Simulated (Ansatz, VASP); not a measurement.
Given: the input of a run of VASP 6.6.1 on Ni. 

File INCAR:

```
PREC     = Accurate       # precision mode
ENCUT    = 520            # plane-wave cutoff, eV
EDIFF    = 1E-6           # SCF threshold, eV
ISMEAR   = 0              # smearing method
SIGMA    = 0.027000000000000003 # smearing width, eV
LREAL    = False          # projectors in reciprocal space
LASPH    = True           # aspherical terms in the spheres
NELM     = 100            # most SCF steps
ALGO     = Normal         # electronic algorithm
ISIF     = 2              # what is computed and relaxed
LWAVE    = False          # write WAVECAR
LCHARG   = False          # write CHGCAR
ISPIN    = 2              # spin polarisation
MAGMOM   = 1              # initial moments
LORBIT   = 11             # projections on sites
LMAXMIX  = 4              # l up to which the mixer works
GGA      = PE             # functional
```

File KPOINTS:

```
Automatic mesh
0
Gamma
  13 13 13
```

The input POSCAR:

```
Ni
1.0
    0.0000000000      1.7375729330      1.7375729330
    1.7375729330      0.0000000000      1.7375729330
    1.7375729330      1.7375729330      0.0000000000
Ni
1
Direct
    0.0000000000      0.0000000000      0.0000000000
```

Potentials or basis: VASP PAW PBE potentials, release 64 (Ni).

Command:

```sh
$ cat potpaw_PBE.64/Ni/POTCAR > POTCAR
$ mpirun -np 1 vasp_std > vasp.out
```

Task: Set up the same calculation for Ansatz 0.2.0. Potentials or basis there: all-electron LAPW, scalar-relativistic.

Result: As run (cutoffs and basis follow the program's own potentials, and thresholds, step limits or extra output files can differ):

The input input.yaml:

```yaml
crystal:
  lattice:
    - [0.0, 1.737572933, 1.737572933]
    - [1.737572933, 0.0, 1.737572933]
    - [1.737572933, 1.737572933, 0.0]
  atoms:
    - { symbol: Ni, position: [0.0, 0.0, 0.0], spin: 1.0 }
kpoints:
  mp_grid: { grid: [13, 13, 13] }
scf:
  occupations: { method: gaussian, width: 0.027 }
hamiltonian:
  xc: pbe
  pseudopotentials: { kind: all_electron, lapw: { basis_error: 0.001 } }
magnetization:
  spin_polarized: true
output:
  forces: true
  stress: true
  eigenvalues: true
```

Potentials or basis: all-electron LAPW, scalar-relativistic.

Run with:

```bash
$ ansatz run input.yaml --threads 2 --pin off --max-ram 6144MiB --backend cpu --events-out ev --progress --plain --runs-dir out
```

Both were run:

|  | VASP | Ansatz |
| --- | --- | --- |
| Pressure | 7.7 GPa | 8.0 GPa |
| Net moment | 0.62 μB per cell | 0.64 μB per cell |

Where Ansatz's input types no cutoff or centring, it takes its own default and a Γ-centred mesh.

The magnetic state is the one that the start led to; the real crystal's order can differ.

Pressure is positive in compression.
